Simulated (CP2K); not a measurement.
# GaP (F-43m) in CP2K: single point with PBE

Aim: the single point of GaP with PBE.

Program: CP2K 2026.2. These are calculated values, not measurements. Logs are shortened: lines on timing, memory, paths and dates and some standing lists are left out, and cuts for length are marked.

**Measured values to compare with.**

“Stacking defects in GaP nanowires: Electronic structure and optical properties”, 2018, arxiv:1810.01194 quotes, for a bulk crystal of GaP at 10 K: band gap 2.34 eV (indirect).

The results are compared with them further down.

### Step 1. The crystal as given

It takes space group F-43m (No. 216, cubic). Conventional cell: a = 5.451 Å, b = 5.451 Å, c = 5.451 Å, α = 90.00°, β = 90.00°, γ = 90.00°. Ga (site symmetry -43m) has 4 P at 2.36 Å as nearest neighbours. P (site symmetry -43m) has 4 Ga at 2.36 Å as nearest neighbours.

### Step 2. Single point, PBE

The input, gap_scf.inp:

```
&GLOBAL
  PROJECT gap_scf
  RUN_TYPE ENERGY_FORCE
  PRINT_LEVEL LOW
&END GLOBAL
&FORCE_EVAL
  METHOD QS
  STRESS_TENSOR ANALYTICAL
  &DFT
    BASIS_SET_FILE_NAME BASIS_MOLOPT_UZH
    POTENTIAL_FILE_NAME POTENTIAL_UZH
    &MGRID
      CUTOFF 450
      REL_CUTOFF 60
      NGRIDS 4
    &END MGRID
    &QS
      METHOD GPW
      EPS_DEFAULT 1.0E-10
    &END QS
    &KPOINTS
      SCHEME MONKHORST-PACK 8 8 8
      GAMMA_CENTERED T
      SYMMETRY T
      SYMMETRY_BACKEND SPGLIB
    &END KPOINTS
    &SCF
      SCF_GUESS ATOMIC
      EPS_SCF 1.0E-6
      MAX_SCF 100
      ADDED_MOS 10
      CHOLESKY OFF
      EPS_EIGVAL 1.0E-7
      &DIAGONALIZATION ON
        ALGORITHM STANDARD
      &END DIAGONALIZATION
      &MIXING ON
        METHOD BROYDEN_MIXING
        ALPHA 0.4
        BETA 1.5
        NBUFFER 8
      &END MIXING
      &SMEAR ON
        METHOD GAUSSIAN
        SIGMA [eV] 0.028000000000000004
      &END SMEAR
    &END SCF
    &XC
      &XC_FUNCTIONAL
        &GGA_X_PBE
        &END GGA_X_PBE
        &GGA_C_PBE
        &END GGA_C_PBE
      &END XC_FUNCTIONAL
    &END XC
    &PRINT
      &KPOINTS ON
      &END KPOINTS
      &MULLIKEN ON
      &END MULLIKEN
      &MO ON
        ENERGIES T
        OCCUPATION_NUMBERS T
        &EACH
          QS_SCF 0
        &END EACH
        ADD_LAST NUMERIC
      &END MO
      &LOWDIN ON
      &END LOWDIN
      &HIRSHFELD ON
        SHAPE_FUNCTION DENSITY
      &END HIRSHFELD
    &END PRINT
  &END DFT
  &SUBSYS
    &CELL
      A 3.8540855109 0.0000000000 0.0000000000
      B 1.9270427554 3.3377359608 0.0000000000
      C 1.9270427554 1.1125786536 3.1468476422
      PERIODIC XYZ
    &END CELL
    &COORD
      Ga  0.0000000000 0.0000000000 0.0000000000
      P   5.7811282663 3.3377359608 2.3601357316
    &END COORD
    &KIND Ga
      BASIS_SET TZVP-MOLOPT-PBE-GTH-q13
      POTENTIAL GTH-PBE-q13
    &END KIND
    &KIND P
      BASIS_SET TZVP-MOLOPT-PBE-GTH-q5
      POTENTIAL GTH-PBE-q5
    &END KIND
    &PRINT
      &ATOMIC_COORDINATES ON
      &END ATOMIC_COORDINATES
      &CELL ON
      &END CELL
      &SYMMETRY ON
      &END SYMMETRY
    &END PRINT
  &END SUBSYS
  &PRINT
    &FORCES ON
    &END FORCES
    &STRESS_TENSOR ON
    &END STRESS_TENSOR
  &END PRINT
&END FORCE_EVAL
```

Potentials or basis: POTENTIAL_UZH Ga GTH-PBE-q13, P GTH-PBE-q5; TZVP-MOLOPT-PBE-GTH basis.

The run is started by

```sh
$ OMP_NUM_THREADS=1 cp2k.psmp -i gap_scf.inp -o gap_scf.out
```

gap_scf.out:

```text

 CP2K| version string:                                       CP2K version 2026.2
 CP2K| Input file name                                               gap_scf.inp

 GLOBAL| Force Environment number                                              1
 GLOBAL| Basis set file name                                    BASIS_MOLOPT_UZH
 GLOBAL| Potential file name                                       POTENTIAL_UZH
 GLOBAL| MM Potential file name                                     MM_POTENTIAL
 GLOBAL| Coordinate file name                                      __STD_INPUT__
 GLOBAL| Method name                                                        CP2K
 GLOBAL| Project name                                                    gap_scf
 GLOBAL| Run type                                                   ENERGY_FORCE
 GLOBAL| FFT library                                                       FFTW3
[... 8 lines left out ...]
 GLOBAL| CPU model name                                                  UNKNOWN

 CELL| Volume [angstrom^3]:                                            40.480796
 CELL| Vector a [angstrom]:       3.854     0.000     0.000   |a| =     3.854086
 CELL| Vector b [angstrom]:       1.927     3.338     0.000   |b| =     3.854086
 CELL| Vector c [angstrom]:       1.927     1.113     3.147   |c| =     3.854086
 CELL| Angle (b,c), alpha [degree]:                                    60.000000
 CELL| Angle (a,c), beta  [degree]:                                    60.000000
 CELL| Angle (a,b), gamma [degree]:                                    60.000000
 CELL| Numerically orthorhombic:                                              NO
 CELL| Periodicity                                                           XYZ

 CELL_REF| Volume [angstrom^3]:                                        40.480796
 CELL_REF| Vector a [angstrom     3.854     0.000     0.000   |a| =     3.854086
 CELL_REF| Vector b [angstrom     1.927     3.338     0.000   |b| =     3.854086
 CELL_REF| Vector c [angstrom     1.927     1.113     3.147   |c| =     3.854086
 CELL_REF| Angle (b,c), alpha [degree]:                                60.000000
 CELL_REF| Angle (a,c), beta  [degree]:                                60.000000
 CELL_REF| Angle (a,b), gamma [degree]:                                60.000000
 CELL_REF| Numerically orthorhombic:                                          NO
 CELL_REF| Periodicity                                                       XYZ
[... 10 lines left out ...]

  Total number of            - Atomic kinds:                                   2
                             - Atoms:                                          2
                             - Shell sets:                                     2
                             - Shells:                                        17
                             - Primitive Cartesian functions:                 10
                             - Cartesian basis functions:                     58
                             - Spherical basis functions:                     51

  Maximum angular momentum of- Orbital basis functions:                        3
                             - Local part of the GTH pseudopotential:          0
                             - Non-local part of the GTH pseudopotential:      4

 MODULE QUICKSTEP: ATOMIC COORDINATES IN ANGSTROM

   Atom Kind Element         X             Y             Z       Z(eff)     Mass
      1    1 Ga   31      0.000000      0.000000      0.000000  13.0000  69.7230
      2    2 P    15      5.781128      3.337736      2.360136   5.0000  30.9738

 Crystal Symmetry Information
       International Symbol:                                               F-43m
       Point Group Symbol:                                                  -43m
       Schoenflies Symbol:                                                  Td^2
       Number of Symmetry Operations:                                         24

 SCF PARAMETERS         Density guess:                                    ATOMIC
[... 9 lines left out ...]
                        --------------------------------------------------------
                        level_shift [a.u.]:                             0.000000
                        added MOs                                        10    0
                        --------------------------------------------------------
                        Mixing method:                            BROYDEN_MIXING
                                                charge density mixing in g-space
                        --------------------------------------------------------
                        Smear method:                                   GAUSSIAN
                        Smearing width (sigma) [a.u.]:                  1.03E-03
                        Accuracy threshold:                             1.00E-10
                        --------------------------------------------------------
                        No outer SCF

[... 12 lines left out ...]
 BRILLOUIN| Number           Weight            X              Y              Z
 BRILLOUIN|     1           0.01562       -0.37500       -0.37500       -0.37500
 BRILLOUIN|     2           0.04688       -0.37500       -0.37500       -0.25000
 BRILLOUIN|     3           0.04688       -0.37500       -0.37500       -0.12500
 BRILLOUIN|     4           0.01172       -0.37500       -0.37500        0.00000
 BRILLOUIN|     5           0.04688       -0.37500       -0.37500        0.12500
 BRILLOUIN|     6           0.02344       -0.37500       -0.37500        0.25000
[... 21 lines left out ...]
 BRILLOUIN|    28           0.00781        0.00000        0.00000        0.50000
 BRILLOUIN|    29           0.00586        0.00000        0.50000        0.50000
 *******************************************************************************

 Extrapolation method: initial_guess

 Number of electrons:                                                         18
 Number of occupied orbitals:                                                  9
 Number of molecular orbitals:                                                19

 Number of orbital functions:                                                 51
 Number of independent orbital functions:                                     51

 SCF WAVEFUNCTION OPTIMIZATION

  Step     Update method      Time    Convergence         Total energy    Change
  ------------------------------------------------------------------------------
     1 NoMix/Diag. 0.40E+00    3.3     1.09057222       -81.3350420785 -8.13E+01
     2 Broy./Diag. 0.40E+00    3.2     0.03919926       -81.1508054510  1.84E-01
     3 Broy./Diag. 0.40E+00    3.2     0.08778452       -81.1328103035  1.80E-02
     4 Broy./Diag. 0.40E+00    3.1     0.00926171       -81.1856567267 -5.28E-02
     5 Broy./Diag. 0.40E+00    3.2     0.00425053       -81.2079824033 -2.23E-02
     6 Broy./Diag. 0.40E+00    3.2     0.00235140       -81.2097593363 -1.78E-03
     7 Broy./Diag. 0.40E+00    3.2     0.00130455       -81.2112053689 -1.45E-03
     8 Broy./Diag. 0.40E+00    3.1     0.00029250       -81.2154894405 -4.28E-03
     9 Broy./Diag. 0.40E+00    3.2     0.00012519       -81.2168160856 -1.33E-03
    10 Broy./Diag. 0.40E+00    3.1     0.00001718       -81.2168460614 -3.00E-05
    11 Broy./Diag. 0.40E+00    3.2     0.00005865       -81.2167852332  6.08E-05
    12 Broy./Diag. 0.40E+00    3.1     0.00000354       -81.2167629907  2.22E-05
    13 Broy./Diag. 0.40E+00    3.1     0.00000170       -81.2167533171  9.67E-06
    14 Broy./Diag. 0.40E+00    3.1     0.00000060       -81.2167523512  9.66E-07

  *** SCF run converged in    14 steps ***

  Electronic density on regular grids:        -17.9999999617        0.0000000383
  Core density on regular grids:               17.9999999983       -0.0000000017
  Total charge density on r-space grids:        0.0000000366
  Total charge density g-space grids:           0.0000000366

  Overlap energy of the core charge distribution:               0.00000000046017
  Self energy of the core charge distribution:               -113.68991028286949
  Core Hamiltonian energy:                                     32.80056305831069
  Hartree energy:                                              11.57999181438167
  Exchange-correlation energy:                                -11.90739694144231
  Smearing free energy correction:                              0.00000000000000
  Fermi energy:                                                 0.19899101783862

  Total energy:                                               -81.21675235115927
  Total energy (extrapolated to sigma->0):                    -81.21675235115927

 MO| EIGENVALUES AND OCCUPATION NUMBERS FOR K POINT 1
 MO|
 MO|  Index      Eigenvalue [a.u.]        Eigenvalue [eV]             Occupation
 MO|      1              -0.369145             -10.044940               2.000000
 MO|      2              -0.365814              -9.954315               2.000000
 MO|      3              -0.365814              -9.954315               2.000000
 MO|      4              -0.362740              -9.870654               2.000000
 MO|      5              -0.362740              -9.870653               2.000000
 MO|      6              -0.231759              -6.306494               2.000000
[... 349 lines left out ...]
 MO|     18               0.792349              21.560917               0.000000
 MO|     19               0.847663              23.066074               0.000000
 MO| Sum:                                                              18.000000
 MO| E(Fermi):            0.198991 a.u.          5.414821 eV
 MO| Band gap:            0.192014 a.u.          5.224976 eV

 [... the levels of further k-points ...]

 !-----------------------------------------------------------------------------!
                     Mulliken Population Analysis

 #  Atom  Element  Kind  Atomic population                           Net charge
       1     Ga       1         12.612678                              0.387322
       2     P        2          5.387322                             -0.387322
 # Total charge                             18.000000                  0.000000

 !-----------------------------------------------------------------------------!

 !-----------------------------------------------------------------------------!
                           Hirshfeld Charges

  #Atom  Element  Kind  Ref Charge     Population                    Net charge
      1       Ga     1      13.000         12.838                         0.162
      2       P      2       5.000          5.162                        -0.162

  Total Charge                                                           -0.000
 !-----------------------------------------------------------------------------!

 LOWDIN POPULATION ANALYSIS

 #  Atom  Element  Kind  Atomic population                           Net charge
       1     Ga       1         13.823364                             -0.823364
       2     P        2          4.176636                              0.823364
 # Total charge                             18.000000                  0.000000

 ENERGY| Total FORCE_EVAL ( QS ) energy [hartree]            -81.216751830238280

 FORCES| Atomic forces [hartree/bohr]
 FORCES|   Atom     x               y               z               |f|
 FORCES|      1  9.29259607E-06  5.34286979E-06  3.66174872E-06   1.13272681E-05
 FORCES|      2 -2.13201630E-05 -1.22870110E-05 -8.57196268E-06   2.60576003E-05
 FORCES| Sum    -1.20275669E-05 -6.94414124E-06 -4.91021395E-06
 FORCES| Total atomic force                                       1.47307048E-05

 STRESS| Analytical stress tensor [bar]
 STRESS|                        x                   y                   z
 STRESS|      x        2.95684300042E+04   1.92425922928E+02   1.35945096224E+02
 STRESS|      y        1.92425922928E+02   2.93463054900E+04   7.83811579577E+01
 STRESS|      z        1.35945096224E+02   7.83811579577E+01   2.92913311419E+04
 STRESS| 1/3 Trace                                             2.94020222121E+04
 STRESS| Determinant                                           2.54149917906E+13

 STRESS| Eigenvectors and eigenvalues of the analytical stress tensor [bar]
 STRESS|                        1                   2                   3
 STRESS| Eigenvalues   2.92351764941E+04   2.92358483955E+04   2.97350417465E+04
 STRESS|      x          -0.536867036147     -0.212480075681      0.816471679201
 STRESS|      y           0.832310985362     -0.291641639549      0.471384744903
 STRESS|      z           0.137957272895      0.932629278717      0.333422283802
```

Run time: 53 s. Hardware: 1 thread of Arm Neoverse V1, shared host; peak memory 0.31 GiB.

Results:

```yaml
Free_energy: -2210.0202 eV
Pressure: 2.9 GPa
Band_gap_on_the_k_mesh: 1.66 eV, indirect (least direct gap 1.78 eV)
Mulliken_charges: Ga +0.39; P -0.39 e
Hirshfeld_charges: Ga +0.16; P -0.16 e
```

Caveat: Mulliken charges move with the basis; the basis of atomic orbitals isn't converged, which shifts pressures, moduli and gaps.

### Step 3. How close it comes

Step 2. A measured gap of GaP is 2.34 eV (indirect; 10 K; quoted in “Stacking defects in GaP nanowires: Electronic structure and optical properties”, 2018, arxiv:1810.01194); the calculated 1.66 eV misses it by -0.68 eV. Spin-orbit coupling on Ga is left out. The value is that of PBE in an atomic basis (POTENTIAL_UZH Ga GTH-PBE-q13, P GTH-PBE-q5; TZVP-MOLOPT-PBE-GTH basis), whose error adds to the functional's, on a finite k mesh, which can miss the band edges, without temperature or zero-point motion. Semilocal functionals fall short of measured gaps as a rule.
